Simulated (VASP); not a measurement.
# InP (F-43m) in VASP: further runs

The runs below take InP through single point, with PBEsol.

Everything below comes from runs of VASP 6.6.1. Logs are shortened: lines on timing, memory, paths and dates and some standing lists are left out, and cuts for length are marked.

## (1) Starting point

Symmetry: F-43m, No. 216, cubic system. The conventional cell has a = 5.861 Å, b = 5.861 Å, c = 5.861 Å, α = 90.00°, β = 90.00°, γ = 90.00°. In (site symmetry -43m) is surrounded by 4 P at 2.54 Å. P (site symmetry -43m) is surrounded by 4 In at 2.54 Å.

## (2) Single point, PBEsol, spin-orbit coupling, no magnetisation

INCAR reads:

```
PREC = Accurate ; ENCUT = 350
EDIFF = 1E-4 ; ISMEAR = 0
SIGMA = 0.02 ; LREAL = False
LASPH = True ; NELM = 100
ALGO = Normal ; ISIF = 2
LWAVE = False ; LCHARG = False
MAGMOM = 0 0 0 0 0 0 ; LORBIT = 11
LSORBIT = True ; GGA_COMPAT = False
GGA = PS ; NBANDS = 34
```

KPOINTS reads:

```
Automatic mesh
0
Gamma
  7 7 7
```

POSCAR reads:

```
InP
1.0
    0.0000000000      2.9305000000      2.9305000000
    2.9305000000      0.0000000000      2.9305000000
    2.9305000000      2.9305000000      0.0000000000
In P
1 1
Direct
    0.0000000000      0.0000000000      0.0000000000
    0.7500000000      0.7500000000      0.7500000000
```

Potentials or basis: VASP PAW PBE potentials, release 64 (In_d, P).

Started as:

```bash
cat potpaw_PBE.64/In_d/POTCAR potpaw_PBE.64/P/POTCAR > POTCAR
mpirun -np 1 vasp_ncl > vasp.out
```

OUTCAR:

```text
PREC = Accurate
   ENCUT = 350
   EDIFF = 1E-4
   ISMEAR = 0
   LREAL = False
   LASPH = True
   NELM = 100
   ISIF = 2
   LORBIT = 11
   LSORBIT = True
   GGA = PS

 Found     30 irreducible k-points:

 Following reciprocal coordinates:
            Coordinates               Weight
  0.000000  0.000000  0.000000      1.000000
  0.142857  0.000000  0.000000      4.000000
 -0.142857  0.000000  0.000000      4.000000
  0.285714  0.000000  0.000000      4.000000
 -0.285714  0.000000  0.000000      4.000000
  0.428571  0.000000  0.000000      4.000000
   k-points           NKPTS =     30   k-points in BZ     NKDIM =     30   number of bands    NBANDS=     34
   number of dos      NEDOS =    301   number of ions     NIONS =      2
   total plane-waves  NPLWV =  21952
   dimension x,y,z NGX =    28 NGY =   28 NGZ =   28
   dimension x,y,z NGXF=    56 NGYF=   56 NGZF=   56
   ions per type =               1   1
   NGX,Y,Z   is equivalent  to a cutoff of  11.23, 11.23, 11.23 a.u.
   NGXF,Y,Z  is equivalent  to a cutoff of  22.46, 22.46, 22.46 a.u.
 SYSTEM =  unknown system
   PREC   = accura    normal or accurate (medium, high low for compatibility)
   ISTART =      0    job   : 0-new  1-cont  2-samecut
   ICHARG =      2    charge: 1-file 2-atom 10-const
   ISPIN  =      1    spin polarized calculation?
   LNONCOLLINEAR =      T non collinear calculations
   LSORBIT =      T    spin-orbit coupling
   LASPH  =      T    aspherical Exc in radial PAW
   ENCUT  =  350.0 eV  25.72 Ry    5.07 a.u.   6.32  6.32  6.32*2*pi/ulx,y,z
   NELM   =    100;   NELMIN=  2; NELMDL= -5     # of ELM steps
   EDIFF  = 0.1E-03   stopping-criterion for ELM
   LREAL  =      F    real-space projection
   EDIFFG = 0.1E-02   stopping-criterion for IOM
   NSW    =      0    number of steps for IOM
   IBRION =     -1    ionic relax: 0-MD 1-quasi-New 2-CG
   NFREE  =      0    steps in history (QN), initial steepest desc. (CG)
   ISIF   =      2    stress and relaxation
   ISYM   =      2    0-nonsym 1-usesym 2-fastsym
   POTIM  = 0.5000    time-step for ionic-motion
   TEBEG  =    0.0;   TEEND  =   0.0 temperature during run
   PSTRESS=    0.0 pullay stress
   NELECT =      18.0000    total number of electrons
   NUPDOWN=      -1.0000    fix difference up-down
   EMIN   =  10.00;   EMAX   =-10.00  energy-range for DOS
   EFERMI =   0.00;   METHOD = LEGACY
   ISMEAR =     0;   SIGMA  =   0.02  broadening in eV -4-tet -1-fermi 0-gaus
   EFERMI_NEDOS =   21; number of points for ismear=-14 and -15
   IALGO  =     38    algorithm
   IMIX   =      4    mixing-type and parameters
     AMIX     =   0.40;   BMIX     =  1.00
     AMIX_MAG =   1.60;   BMIX_MAG =  1.00
  volume/ion in A,a.u.               =      25.17       169.83
  Fermi-wavevector in a.u.,A,eV,Ry     =   1.162021  2.195901 18.371846  1.350293
  Thomas-Fermi vector in A             =   2.298587
   LORBIT       =     11    0 simple, 1 ext, 2 COOP (PROOUT), +10 PAW based schemes
   GGA     = PS    functional components
   LHFCALC =     F    Hartree Fock is set to
   AEXX    =    0.0000 exact exchange contribution
   IVDW    =     0    specifies the selected vdW correction
   LEPSILON=     F    determine dielectric tensor
   LRPA    =     F    only Hartree local field effects (RPA)
 Gauss-broadening in eV      SIGMA  =   0.02
  energy-cutoff  :      350.00
  volume of cell :       50.33
 maximum number of plane-waves:      1520
 NGX is ok and might be reduce to    28
   NGX = 13   NGY = 13   NGZ = 13

 number of electron      18.0000000 magnetization       0.0000000      0.0000000      0.0000000

 number of electron      17.9999990 magnetization       0.0000000     -0.0000000     -0.0000000

 number of electron      17.9999990 magnetization      -0.0000000      0.0000000      0.0000000

 Free energy of the ion-electron system (eV)
  ---------------------------------------------------
  ext. energy  EPLUGINS =         0.00000000
  ---------------------------------------------------
  free energy    TOTEN  =        -9.18526440 eV

  energy without entropy =       -9.18526440  energy(sigma->0) =       -9.18526440

 E-fermi :   5.2376     XC(G=0):  -9.4839

 val. band max:        5.1237048226   @ k =   0.0000   0.0000   0.0000
 cond. band min:       5.7033001375   @ k =   0.0000   0.0000   0.0000
 fundamental gap:      0.5795953149
 Fermi energy:         5.2376402843

 k-point     1 :       0.0000    0.0000    0.0000
  band No.  band energies     occupation
      1      -9.5083      1.00000
      2      -9.5083      1.00000
      3      -9.5083      1.00000
      4      -9.5083      1.00000
      5      -8.7309      1.00000
      6      -8.7309      1.00000
[... 22 lines left out ...]
     29      14.5265      0.00000
     30      14.5265      0.00000

 k-point     2 :       0.1429    0.0000    0.0000
  band No.  band energies     occupation
      1      -9.5119      1.00000
      2      -9.5119      1.00000
      3      -9.5101      1.00000
      4      -9.5022      1.00000
      5      -8.7339      1.00000
      6      -8.7339      1.00000
[... 22 lines left out ...]
     29      13.7522      0.00000
     30      13.7747      0.00000

 k-point     3 :      -0.1429    0.0000    0.0000
  band No.  band energies     occupation
      1      -9.5119      1.00000
      2      -9.5119      1.00000
      3      -9.5101      1.00000
      4      -9.5022      1.00000
      5      -8.7339      1.00000
      6      -8.7339      1.00000
[... 22 lines left out ...]
     29      13.7522      0.00000
     30      13.7747      0.00000

 k-point     4 :       0.2857    0.0000    0.0000
  band No.  band energies     occupation
      1      -9.5216      1.00000
      2      -9.5216      1.00000
      3      -9.5064      1.00000
      4      -9.4967      1.00000
      5      -8.7373      1.00000
      6      -8.7373      1.00000
[... 22 lines left out ...]
     29      13.7640      0.00000
     30      13.8109      0.00000

 k-point     5 :      -0.2857    0.0000    0.0000
  band No.  band energies     occupation
      1      -9.5216      1.00000
      2      -9.5216      1.00000
      3      -9.5064      1.00000
      4      -9.4967      1.00000
      5      -8.7373      1.00000
      6      -8.7373      1.00000
[... 22 lines left out ...]
     29      13.7640      0.00000
     30      13.8109      0.00000

 k-point     6 :       0.4286    0.0000    0.0000
  band No.  band energies     occupation
      1      -9.5311      1.00000
      2      -9.5311      1.00000
      3      -9.5007      1.00000
      4      -9.4964      1.00000
      5      -8.7372      1.00000
      6      -8.7372      1.00000
[... 22 lines left out ...]
     29      15.1318      0.00000
     30      15.1318      0.00000

 [... further k-points ...]

 [bands above 30 left out]

------------------------ aborting loop because EDIFF is reached ----------------------------------------

  FORCE on cell =-STRESS in cart. coord.  units (eV):
  Direction    XX          YY          ZZ          XY          YZ          ZX
  --------------------------------------------------------------------------------------
  -------------------------------------------------------------------------------------
  Total        0.1755045      0.1755045      0.1755045      0.0000000      0.0000000     -0.0000000
  in kB        5.5865510      5.5865510      5.5865510      0.0000000      0.0000000     -0.0000000
  external PRESSURE =       5.5865510 kB  Pullay stress =       0.0000000 kB

 VOLUME and BASIS-vectors are now :
 -----------------------------------------------------------------------------
  energy-cutoff  :      350.00
  volume of cell :       50.33
      direct lattice vectors                 reciprocal lattice vectors
     0.000000000  2.930500000  2.930500000    -0.170619348  0.170619348  0.170619348
     2.930500000  0.000000000  2.930500000     0.170619348 -0.170619348  0.170619348
     2.930500000  2.930500000  0.000000000     0.170619348  0.170619348 -0.170619348

 POSITION                                       TOTAL-FORCE (eV/Angst)
 -----------------------------------------------------------------------------------
      0.00000      0.00000      0.00000        -0.000000     -0.000000     -0.000000
      4.39575      4.39575      4.39575         0.000000      0.000000      0.000000
 -----------------------------------------------------------------------------------
    total drift:                                0.000001      0.000001      0.000001

  FREE ENERGIE OF THE ION-ELECTRON SYSTEM (eV)
  ---------------------------------------------------
  free  energy   TOTEN  =        -9.1852643993 eV

  energy  without entropy=       -9.1852643993  energy(sigma->0) =       -9.18526440

 Spin-Orbit-Coupling matrix elements

 Ion:    1  E_soc:     -0.0722721
 l=   1
     0.0000000    -0.0055159    -0.0055159
    -0.0055159     0.0000000    -0.0055159
    -0.0055159    -0.0055159     0.0000000
 l=   2
     0.0000000    -0.0013377     0.0000000    -0.0013377    -0.0051917
    -0.0013377     0.0000000    -0.0038938    -0.0013377    -0.0012979
     0.0000000    -0.0038938     0.0000000    -0.0038938     0.0000000
    -0.0013377    -0.0013377    -0.0038938     0.0000000    -0.0012979
    -0.0051917    -0.0012979     0.0000000    -0.0012979     0.0000000
 l=   3
     0.0000000     0.0000000     0.0000000     0.0000000     0.0000000     0.0000000     0.0000000
     0.0000000     0.0000000     0.0000000     0.0000000     0.0000000     0.0000000     0.0000000
     0.0000000     0.0000000     0.0000000     0.0000000     0.0000000     0.0000000     0.0000000
     0.0000000     0.0000000     0.0000000     0.0000000     0.0000000     0.0000000     0.0000000
     0.0000000     0.0000000     0.0000000     0.0000000     0.0000000     0.0000000     0.0000000
     0.0000000     0.0000000     0.0000000     0.0000000     0.0000000     0.0000000     0.0000000
     0.0000000     0.0000000     0.0000000     0.0000000     0.0000000     0.0000000     0.0000000

 Ion:    2  E_soc:     -0.0011045
 l=   1
     0.0000000    -0.0001841    -0.0001841
    -0.0001841     0.0000000    -0.0001841
    -0.0001841    -0.0001841     0.0000000
 l=   2
     0.0000000     0.0000000     0.0000000     0.0000000     0.0000000
     0.0000000     0.0000000     0.0000000     0.0000000     0.0000000
     0.0000000     0.0000000     0.0000000     0.0000000     0.0000000
     0.0000000     0.0000000     0.0000000     0.0000000     0.0000000
     0.0000000     0.0000000     0.0000000     0.0000000     0.0000000
 l=   3
     0.0000000     0.0000000     0.0000000     0.0000000     0.0000000     0.0000000     0.0000000
     0.0000000     0.0000000     0.0000000     0.0000000     0.0000000     0.0000000     0.0000000
     0.0000000     0.0000000     0.0000000     0.0000000     0.0000000     0.0000000     0.0000000
     0.0000000     0.0000000     0.0000000     0.0000000     0.0000000     0.0000000     0.0000000
     0.0000000     0.0000000     0.0000000     0.0000000     0.0000000     0.0000000     0.0000000
     0.0000000     0.0000000     0.0000000     0.0000000     0.0000000     0.0000000     0.0000000
     0.0000000     0.0000000     0.0000000     0.0000000     0.0000000     0.0000000     0.0000000

 total charge

# of ion       s       p       d       tot
------------------------------------------
    1        0.830   0.778   9.899  11.507
    2        1.028   1.478   0.000   2.505
--------------------------------------------------
tot          1.858   2.256   9.899  14.012

 magnetization (x)

# of ion       s       p       d       tot
------------------------------------------
    1       -0.000  -0.000  -0.000  -0.000
    2        0.000   0.000   0.000   0.000
--------------------------------------------------
tot          0.000   0.000  -0.000   0.000

 magnetization (y)

# of ion       s       p       d       tot
------------------------------------------
    1        0.000   0.000   0.000   0.000
    2        0.000  -0.000   0.000   0.000
--------------------------------------------------
tot          0.000  -0.000   0.000   0.000

 magnetization (z)

# of ion       s       p       d       tot
------------------------------------------
    1        0.000   0.000  -0.000   0.000
    2        0.000  -0.000   0.000  -0.000
--------------------------------------------------
tot          0.000  -0.000  -0.000   0.000
```

It took 42 s on 1 thread of Intel Xeon Platinum 8488C (Sapphire Rapids), shared host; peak memory 0.25 GiB.

The run converged, but some of its settings lie outside the range that counts as converged, so its numbers aren't taken as properties of the crystal.

What came out:

```yaml
Free_energy: -9.1853 eV
Pressure: 0.6 GPa
Valence_electrons_inside_the_program's_atomic_spheres: In 11.51; P 2.50
```

Caveat: the PAW data sets were made with another functional, which shifts forces and pressure a little.

## (3) Single point, PBEsol, spin-orbit coupling, no magnetisation

INCAR, as its differences from that of step 2:

```diff
@@ -1,3 +1,3 @@
-PREC = Accurate ; ENCUT = 350
-EDIFF = 1E-4 ; ISMEAR = 0
+PREC = Normal ; ENCUT = 350
+EDIFF = 1E-7 ; ISMEAR = 0
 SIGMA = 0.02 ; LREAL = False
```

KPOINTS is that of step 2.

POSCAR is that of step 2.

Potentials or basis: VASP PAW PBE potentials, release 64 (In_d, P).

Started as:

```bash
cat potpaw_PBE.64/In_d/POTCAR potpaw_PBE.64/P/POTCAR > POTCAR
mpirun -np 1 vasp_ncl > vasp.out
```

Run time: 24 s. Hardware: 1 thread of Intel Xeon Platinum 8488C (Sapphire Rapids), shared host; peak memory 0.18 GiB.

These settings aren't checked as converged: the numbers below hold their error.

Results:

| Item | Value |
| --- | --- |
| Free energy | -9.1853 eV |
| Pressure | 0.3 GPa |
| Valence electrons inside the program's atomic spheres | In 11.51; P 2.51 |

Caveat: the PAW data sets were made with another functional, which shifts forces and pressure a little.
